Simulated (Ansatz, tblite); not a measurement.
CsI: GFN1-xTB, run from Python

These are simulated results from tblite 0.8.0, not measurements. The cell began as a measured structure and was relaxed with r2SCAN in plane waves (Ansatz 0.2.0). All runs are without spin polarisation.

Space group Pm-3m (No. 221), cubic; a = 4.608 Å in the conventional setting, 48.93 Å³ an atom. Cs is surrounded by 8 I at 3.99 Å; I is surrounded by 8 Cs at 3.99 Å.

tblite solves periodic systems at the zone centre alone, so the script builds a cluster of 2×2×2 conventional cells (16 atoms), which folds in a coarse mesh of k points.

Input script:

```python
import json
from ase import Atoms
from ase.build import make_supercell
from ase.units import Bohr, GPa, Hartree
from tblite.interface import Calculator

atoms = Atoms(['Cs', 'I'],
              cell=[[4.6080836, 0.0, 0.0], [0.0, 4.6080836, 0.0], [0.0, 0.0, 4.6080836]],
              scaled_positions=[[0.0, 0.0, 0.0], [0.5, 0.5, 0.5]],
              pbc=True)
cluster = make_supercell(atoms, [[2, 0, 0], [0, 2, 0], [0, 0, 2]])
calc = Calculator('GFN1-xTB', cluster.numbers, cluster.positions / Bohr, lattice=cluster.cell[:] / Bohr, periodic=cluster.pbc)
calc.set('temperature', 0.02 / Hartree)
calc.set('max-iter', 150)
res = calc.singlepoint()
levels = res.get('orbital-energies') * Hartree
nv = round(res.get('orbital-occupations').sum() / 2)
cells = len(cluster) // len(atoms)
out = {'energy_per_cell': res.get('energy') * Hartree / cells, 'homo': levels[nv - 1], 'lumo': levels[nv],
       'stress': (-res.get('virial') * Hartree / cluster.get_volume() / GPa).tolist(), 'charges': res.get('charges')[:len(atoms)].tolist(), 'electrons': 2 * nv / cells}
json.dump(out, open('results.json', 'w'))
for key, value in out.items():
    print(key, value)
```

Command: `python run.py`. It took 1.1 s on 1 thread of Arm Neoverse V1, with other jobs on the host, peak memory 0.094 GiB.

Output:

```
------------------------------------------------------------
  cycle        total energy    energy error   density error
------------------------------------------------------------
      1     -34.71484520309  -3.4640114E+01   5.3234297E-01
      2     -21.73935627101   1.2975489E+01   4.3544832E-01
      3      1081.332508844   1.1030719E+03   2.1906723E+00
      4      8.200492864703  -1.0731320E+03   3.7905273E-01
      5     -31.01426476300  -3.9214758E+01   1.5258237E-01
      6     -34.63831666016  -3.6240519E+00   5.7188846E-02
      7     -34.57386218571   6.4454474E-02   6.2706459E-02
      8     -34.96219690640  -3.8833472E-01   1.0430534E-02
      9     -34.97149815851  -9.3012521E-03   1.0876925E-02
     10     -34.95814083232   1.3357326E-02   1.1649491E-02
     11     -34.94499509047   1.3145742E-02   1.8343037E-02
     12     -34.96312184635  -1.8126756E-02   6.3080770E-03
     13     -34.95901259630   4.1092501E-03   9.4217818E-03
     14     -34.97238147955  -1.3368883E-02   4.9680709E-03
     15     -34.96455190991   7.8295696E-03   1.1070196E-02
     16     -34.97464485989  -1.0092950E-02   3.4578002E-03
     17     -34.97420751691   4.3734298E-04   2.1986091E-03
     18     -34.97532288865  -1.1153717E-03   1.2015923E-03
     19     -34.97558084205  -2.5795339E-04   6.3520417E-04
     20     -34.97558288573  -2.0436809E-06   7.6602725E-04
     21     -34.97558722070  -4.3349773E-06   5.2957353E-04
     22     -34.97559123423  -4.0135221E-06   2.3556237E-04
     23     -34.97559177736  -5.4312887E-07   1.0247199E-04
     24     -34.97559187906  -1.0170786E-07   2.2662493E-05
     25     -34.97559189008  -1.1020916E-08   7.4490979E-07
------------------------------------------------------------

 total:                                   0.398 sec
energy_per_cell -118.96679154397671
homo 46.81661720185655
lumo 46.9828503033555
stress [[-1.8079052733498342, 0.002158962109038506, 0.0021589621089417614], [0.002158962109038522, -1.807905273350012, 0.0021589621091948332], [0.002158962108941757, 0.0021589621091948393, -1.8079052733490284]]
charges [0.6797119789975441, -0.6808218577972609]
electrons 8.0
```

The cycle table is in hartree for the whole cluster, and the lines after it are in eV (the energy for one cell). The printed stress is in GPa and positive in compression, and the pressure is its mean diagonal.

GFN1-xTB gives a gap of 0.17 eV. On the same cell, plane-wave PBE (Ansatz, 6×6×6 k points and the special points) gives a gap of 3.80 eV and r2SCAN a gap of 4.52 eV; on shared hosts these took about 3 and 8.2 core-seconds on the 2-atom cell, against 1.1 for the script. Spin-orbit coupling, left out in all these runs, can cut or reorder the gap by tenths of an eV, up to about 1 eV with Pb or Bi. xTB was fitted to molecules, so gaps, charges and pressures of solids can be far off, and the gap also depends on the size of the cluster.

The same script was run on cells scaled at fixed shape and fractional coordinates:

| volume (Å³/atom) | energy (meV/atom) | pressure (GPa, positive in compression) | gap (eV) |
| --- | --- | --- | --- |
| 43.05 | -46.0 | -0.47 | 0.52 |
| 45.99 | -29.0 | -1.30 | 0.31 |
| 48.93 | 0.0 | -1.81 | 0.17 |
| 51.86 | 36.0 | -2.09 | 0.12 |
| 54.80 | 76.1 | -2.27 | 0.09 |

The minimum lies beyond the smallest of these volumes.

xTB was fitted mostly to molecules, and a small cluster samples few k points, so gaps, pressures and kinks along a curve can be far from a solid's.

Spin-orbit coupling is left out, which matters wherever the heavy atoms make up the band edges.
